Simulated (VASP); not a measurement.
# Ta (P6_3/mmc) in VASP: a series of runs

One crystal, Ta, is run at these levels: PBEsol; tasks: relaxation of cell and atoms, single point.

Program: VASP 6.6.1. These are calculated values, not measurements. Logs are shortened: lines on timing, memory, paths and dates and some standing lists are left out, and cuts for length are marked.

### 1 Starting point

Symmetry: P6_3/mmc, No. 194, hexagonal system. The conventional cell has a = 2.942 Å, b = 2.942 Å, c = 4.804 Å, α = 90.00°, β = 90.00°, γ = 120.00°. Ta (site symmetry -6m2) has 12 Ta at 2.94 Å as nearest neighbours.

This isn't the form of Ta at room conditions, which is bcc.

### 2 Relaxation of cell and atoms, PBEsol

The input, INCAR:

```
SYSTEM = Ta
  PREC = Accurate
  ENCUT = 300
  EDIFF = 1E-7
  ISMEAR = 0
  SIGMA = 0.1
  LREAL = .FALSE.
  LASPH = .TRUE.
  NELM = 60
  ALGO = Fast
  ISIF = 3
  LWAVE = .FALSE.
  LCHARG = .FALSE.
  GGA = PS
  IBRION = 2
  NSW = 90
  EDIFFG = -0.005
```

The input, KPOINTS:

```
Automatic mesh
0
G
  18 18 10
  0 0 0
```

The input, POSCAR:

```
Ta
1.0
    2.9416827500      0.0000000000      0.0000000000
   -1.4708413800      2.5475719900      0.0000000000
    0.0000000000      0.0000000000      4.8037679400
Ta
2
Direct
    0.3333333300      0.6666666700      0.2500000000
    0.6666666700      0.3333333300      0.7500000000
```

Potentials or basis: VASP PAW PBE potentials, release 64 (Ta_pv).

Run with:

```sh
$ cat potpaw_PBE.64/Ta_pv/POTCAR > POTCAR
$ mpirun -np 1 vasp_std > vasp.out
```

OUTCAR:

```text
SYSTEM = Ta
   PREC = Accurate
   ENCUT = 300
   EDIFF = 1E-7
   ISMEAR = 0
   LREAL = .FALSE.
   LASPH = .TRUE.
   NELM = 60
   ISIF = 3
   GGA = PS
   IBRION = 2
   NSW = 90
   EDIFFG = -0.005

 ion  position               nearest neighbor table
   1  0.333  0.667  0.250-   2 2.94   2 2.94   2 2.94   2 2.94   2 2.94   2 2.94
   2  0.667  0.333  0.750-   1 2.94   1 2.94   1 2.94   1 2.94   1 2.94   1 2.94

  LATTYP: Found a hexagonal cell.
 ALAT       =     2.9416827500
 C/A-ratio  =     1.6330000031

  Lattice vectors:

 A1 = (   2.9416827500,   0.0000000000,   0.0000000000)
 A2 = (  -1.4708413800,   2.5475719900,   0.0000000000)
 A3 = (   0.0000000000,   0.0000000000,   4.8037679400)

Analysis of symmetry for initial positions (statically):
=====================================================================
 Subroutine PRICEL returns:
 Original cell was already a primitive cell.

 Routine SETGRP: Setting up the symmetry group for a
 hexagonal supercell.

 Subroutine GETGRP returns: Found 24 space group operations
 (whereof 12 operations were pure point group operations)
 out of a pool of 24 trial point group operations.

The static configuration has the point symmetry D_3d.
 The point group associated with its full space group is D_6h.

Analysis of symmetry for dynamics (positions and initial velocities):
=====================================================================
 Subroutine PRICEL returns:
 Original cell was already a primitive cell.

 Routine SETGRP: Setting up the symmetry group for a
 hexagonal supercell.

 Subroutine GETGRP returns: Found 24 space group operations
 (whereof 12 operations were pure point group operations)
 out of a pool of 24 trial point group operations.

The dynamic configuration has the point symmetry D_3d.
 The point group associated with its full space group is D_6h.

 Subroutine INISYM returns: Found 24 space group operations
 (whereof 12 operations are pure point group operations),
 and found     1 'primitive' translations

----------------------------------------------------------------------------------------

                                     Primitive cell

  volume of cell :      36.0002

  direct lattice vectors                    reciprocal lattice vectors
     2.941682750  0.000000000  0.000000000     0.339941484  0.196265308  0.000000000
    -1.470841380  2.547571990  0.000000000     0.000000000  0.392530615  0.000000000
     0.000000000  0.000000000  4.803767940     0.000000000  0.000000000  0.208169923

  length of vectors
     2.941682750  2.941682751  4.803767940     0.392530615  0.392530615  0.208169923

  position of ions in fractional coordinates (direct lattice)
     0.333333330  0.666666670  0.250000000
     0.666666670  0.333333330  0.750000000

  ion indices of the primitive-cell ions
   primitive index   ion index
                 1           1
                 2           2

----------------------------------------------------------------------------------------

 KPOINTS: Automatic mesh

Automatic generation of k-mesh.
 Grid dimensions read from file:
 generate k-points for:   18   18   10

 Generating k-lattice:

  Cartesian coordinates                     Fractional coordinates (reciprocal lattice)
     0.018885638  0.010903628  0.000000000     0.055555556  0.000000000  0.000000000
     0.000000000  0.021807256  0.000000000     0.000000000  0.055555556  0.000000000
     0.000000000  0.000000000  0.020816992     0.000000000  0.000000000  0.100000000

  Length of vectors
     0.021807256  0.021807256  0.020816992

  Shift w.r.t. Gamma in fractional coordinates (k-lattice)
     0.000000000  0.000000000  0.000000000

 Subroutine IBZKPT returns following result:
 ===========================================

 Found    222 irreducible k-points:

 Following reciprocal coordinates:
            Coordinates               Weight
  0.000000  0.000000  0.000000      1.000000
  0.055556  0.000000  0.000000      6.000000
  0.111111  0.000000  0.000000      6.000000
  0.166667  0.000000  0.000000      6.000000
  0.222222  0.000000  0.000000      6.000000
  0.277778  0.000000  0.000000      6.000000
[... 16 lines left out ...]
  0.333333  0.111111  0.000000     12.000000
  0.388889  0.111111  0.000000     12.000000
 [... further k-points ...]
   k-points           NKPTS =    222   k-points in BZ     NKDIM =    222   number of bands    NBANDS=     15
   number of dos      NEDOS =    301   number of ions     NIONS =      2
   total plane-waves  NPLWV =   9072
   dimension x,y,z NGX =    18 NGY =   18 NGZ =   28
   dimension x,y,z NGXF=    36 NGYF=   36 NGZF=   56
   ions per type =               2
   NGX,Y,Z   is equivalent  to a cutoff of  10.17, 10.17,  9.69 a.u.
   NGXF,Y,Z  is equivalent  to a cutoff of  20.35, 20.35, 19.38 a.u.
 SYSTEM =  Ta
   PREC   = accura    normal or accurate (medium, high low for compatibility)
   ISTART =      0    job   : 0-new  1-cont  2-samecut
   ICHARG =      2    charge: 1-file 2-atom 10-const
   ISPIN  =      1    spin polarized calculation?
   LNONCOLLINEAR =      F non collinear calculations
   LSORBIT =      F    spin-orbit coupling
   LASPH  =      T    aspherical Exc in radial PAW
   ENCUT  =  300.0 eV  22.05 Ry    4.70 a.u.   4.15  4.15  6.78*2*pi/ulx,y,z
   NELM   =     60;   NELMIN=  2; NELMDL= -5     # of ELM steps
   EDIFF  = 0.1E-06   stopping-criterion for ELM
   LREAL  =      F    real-space projection
   EDIFFG = -.5E-02   stopping-criterion for IOM
   NSW    =     90    number of steps for IOM
   IBRION =      2    ionic relax: 0-MD 1-quasi-New 2-CG
   NFREE  =      1    steps in history (QN), initial steepest desc. (CG)
   ISIF   =      3    stress and relaxation
   ISYM   =      2    0-nonsym 1-usesym 2-fastsym
   POTIM  = 0.5000    time-step for ionic-motion
   TEBEG  =    0.0;   TEEND  =   0.0 temperature during run
   PSTRESS=    0.0 pullay stress
   NELECT =      22.0000    total number of electrons
   NUPDOWN=      -1.0000    fix difference up-down
   EMIN   =  10.00;   EMAX   =-10.00  energy-range for DOS
   EFERMI =   0.00;   METHOD = LEGACY
   ISMEAR =     0;   SIGMA  =   0.10  broadening in eV -4-tet -1-fermi 0-gaus
   EFERMI_NEDOS =   21; number of points for ismear=-14 and -15
   IALGO  =     68    algorithm
   IMIX   =      4    mixing-type and parameters
     AMIX     =   0.40;   BMIX     =  1.00
     AMIX_MAG =   1.60;   BMIX_MAG =  1.00
  volume/ion in A,a.u.               =      18.00       121.47
  Fermi-wavevector in a.u.,A,eV,Ry     =   1.389252  2.625305 26.259522  1.930020
  Thomas-Fermi vector in A             =   2.513300
   LORBIT       =      0    0 simple, 1 ext, 2 COOP (PROOUT), +10 PAW based schemes
   GGA     = PS    functional components
   LHFCALC =     F    Hartree Fock is set to
   AEXX    =    0.0000 exact exchange contribution
   IVDW    =     0    specifies the selected vdW correction
   LEPSILON=     F    determine dielectric tensor
   LRPA    =     F    only Hartree local field effects (RPA)
 conjugate gradient relaxation of ions
 non-spin polarized calculation
 RMM-DIIS sequential band-by-band and
 Gauss-broadening in eV      SIGMA  =   0.10
  energy-cutoff  :      300.00
  volume of cell :       36.00
 maximum number of plane-waves:       438
 NGX is ok and might be reduce to    18
   NGX =  9   NGY =  9   NGZ = 13

--------------------------------------- Ionic step        1  -------------------------------------------

 number of electron      21.9999978 magnetization

 Free energy of the ion-electron system (eV)
  ---------------------------------------------------
  ext. energy  EPLUGINS =         0.00000000
  ---------------------------------------------------
  free energy    TOTEN  =       -24.42485018 eV

  energy without entropy =      -24.41339539  energy(sigma->0) =      -24.41912279

------------------------ aborting loop because EDIFF is reached ----------------------------------------

  FORCE on cell =-STRESS in cart. coord.  units (eV):
  Direction    XX          YY          ZZ          XY          YZ          ZX
  --------------------------------------------------------------------------------------
  -------------------------------------------------------------------------------------
  Total       -0.7425096     -0.7425096      1.9555196      0.0000000     -0.0000000      0.0000000
  in kB      -33.0451952    -33.0451951     87.0298888      0.0000001     -0.0000000      0.0000000
  external PRESSURE =       6.9798328 kB  Pullay stress =       0.0000000 kB
[... 237 lines left out ...]
  energy  without entropy=      -24.5005366475  energy(sigma->0) =      -24.50648741

--------------------------------------- Ionic step        8  -------------------------------------------

 number of electron      22.0000004 magnetization

 Free energy of the ion-electron system (eV)
  ---------------------------------------------------
  ext. energy  EPLUGINS =         0.00000000
  ---------------------------------------------------
  free energy    TOTEN  =       -24.51245156 eV

  energy without entropy =      -24.50053366  energy(sigma->0) =      -24.50649261

 E-fermi :   5.7176     XC(G=0): -12.7007

 val. band max:        5.7176105324   @ k =   0.3333   0.1111   0.3000
 cond. band min:       5.7177787553   @ k =   0.3333   0.1111   0.1000
 fundamental gap:      0.0001682229
 Fermi energy:         5.7176156982

 k-point     1 :       0.0000    0.0000    0.0000
  band No.  band energies     occupation
      1     -28.7854      2.00000
      2     -27.8369      2.00000
      3     -27.7265      2.00000
      4     -27.7265      2.00000
      5     -27.6299      2.00000
      6     -27.6299      2.00000
      7      -2.6191      2.00000
      8       0.6914      2.00000
      9       5.1471      2.00000
     10       5.7680      0.47586
     11       6.3089      0.00000
     12       6.3089      0.00000
     13       6.9151      0.00000
     14       6.9151      0.00000
     15       8.7686      0.00000
[... 397 lines left out ...]
 k-point    24 :       0.3889    0.1111    0.0000
  band No.  band energies     occupation
      1     -28.8112      2.00000
      2     -28.6852      2.00000
      3     -28.2968      2.00000
      4     -28.1054      2.00000
      5     -27.9903      2.00000
      6     -27.9413      2.00000
      7       1.8482      2.00000
      8       2.2475      2.00000
      9       2.3893      2.00000
     10       4.9315      2.00000
     11       5.3753      2.00000
     12       6.2261      0.00000
     13       6.3623      0.00000
     14      10.3791      0.00000
     15      11.0242      0.00000

 [... further k-points ...]
[... 5 lines left out ...]
  --------------------------------------------------------------------------------------
  -------------------------------------------------------------------------------------
  Total        0.0072508      0.0072508     -0.0043390     -0.0000000     -0.0000000      0.0000000
  in kB        0.3213816      0.3213816     -0.1923193     -0.0000000     -0.0000000      0.0000000
  external PRESSURE =       0.1501480 kB  Pullay stress =       0.0000000 kB
[... 17 lines left out ...]
  FREE ENERGIE OF THE ION-ELECTRON SYSTEM (eV)
  ---------------------------------------------------
  free  energy   TOTEN  =       -24.5124515550 eV

  energy  without entropy=      -24.5005336580  energy(sigma->0) =      -24.50649261

 reached required accuracy - stopping structural energy minimisation
```

It took 2.3 min on 1 thread of Intel Xeon 6975P-C (Granite Rapids), shared host; peak memory 0.17 GiB.

Results:

```
Free energy                            : -24.5125 eV
Relaxed volume                         : 18.07 Å³/atom
Relaxed cell                           : a = 2.865 Å, b = 2.865 Å, c = 5.084 Å, α = 90.00°, β = 90.00°, γ = 120.00°
Space group after relaxing (to 0.05 Å) : P6_3/mmc (No. 194)
Energy gained by relaxing              : 43.8 meV/atom
Ionic steps                            : 8
Pressure after relaxing                : 0.0 GPa
Band gap on the k mesh                 : none (metal or under the smearing width)
```

Step by step:
| step | energy change (eV) | largest force (eV/Å) | pressure (GPa) | volume (Å³) |
| --- | --- | --- | --- | --- |
| 1 | 0.0000 | 0.0000 | 0.70 | 36.00 |
| 2 | -0.0809 | 0.0000 | -1.35 | 36.36 |
| 3 | -0.0860 | 0.0000 | -1.67 | 36.45 |
| 4 | -0.0860 | 0.0000 | -1.63 | 36.44 |
| 5 | -0.0775 | 0.0000 | 4.26 | 35.46 |
| 6 | -0.0876 | 0.0000 | -0.04 | 36.16 |
| 7 | -0.0876 | 0.0000 | -0.02 | 36.16 |
| 8 | -0.0876 | 0.0000 | 0.02 | 36.15 |

Final structure:
```xyz
2
Lattice="2.8653 0.0000 0.0000 -1.4326 2.4814 0.0000 0.0000 0.0000 5.0841" Properties=species:S:1:pos:R:3 pbc="T T T"
Ta    0.0000    1.6543    1.2710
Ta    1.4326    0.8271    3.8131
```

Levels at points of the mesh, in eV from the Fermi level:
```tsv
k point	band 9	band 10	band 11	band 12	band 13	band 14
(0.00, 0.00, 0.00)	-0.57	0.05	0.59	0.59	1.20	1.20
(0.50, 0.00, 0.00)	-3.50	-0.39	-0.36	0.56	0.83	5.82
(0.00, 0.00, 0.50)	-1.19	-1.19	0.64	0.64	0.64	0.64
(0.50, 0.00, 0.50)	-2.41	-2.41	1.64	1.64	2.67	2.67
```

Caveat: the PAW data sets were made with another functional, which shifts forces and pressure a little. The run has no spin-orbit coupling, so splittings on Ta are missing.

[end of part 1 of 2]
